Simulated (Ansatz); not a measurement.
Crystal: I.

```xyz
4
Lattice="3.6350 -2.3950 0.0000 3.6350 2.3950 0.0000 0.0000 0.0000 9.7934" Properties=species:S:1:pos:R:3 pbc="T T T"
I     3.6350   -0.7152    3.7646
I     3.6350    1.6799    1.1321
I     3.6350    0.7152    6.0288
I     3.6350   -1.6799    8.6613
```

Base run:

```yaml
Program: Ansatz 0.2.0
Functional: HSE06 form with a typed share of exact exchange
Potentials_or_basis: Ansatz PAW
Cutoff: "420 eV (not typed: the program's choice for these potentials)"
k_mesh: 4 × 4 × 2
Occupations: fermi-dirac, width 0.05 eV
Spin: no spin polarisation
```

Its results: band gap on the k mesh 1.79 eV, indirect (least direct gap 1.96 eV); pressure 1.1 GPa; largest force 0.445 eV/Å.

Task: The run is repeated on the same cell with these changes: screening (1/å) from 0.4 to 0.2. What comes out?

Result: Band gap on the k mesh 2.16 eV, indirect (least direct gap 2.37 eV); pressure 1.0 GPa; largest force 0.295 eV/Å.

Caveats: spin-orbit coupling is left out, which moves the levels of the heavy elements; the PAW data sets come from PBE, with cores solved anew for the run's functional, which leaves a small shift of forces and pressure; the thresholds are loose for stress.

A k mesh can miss the band edges.
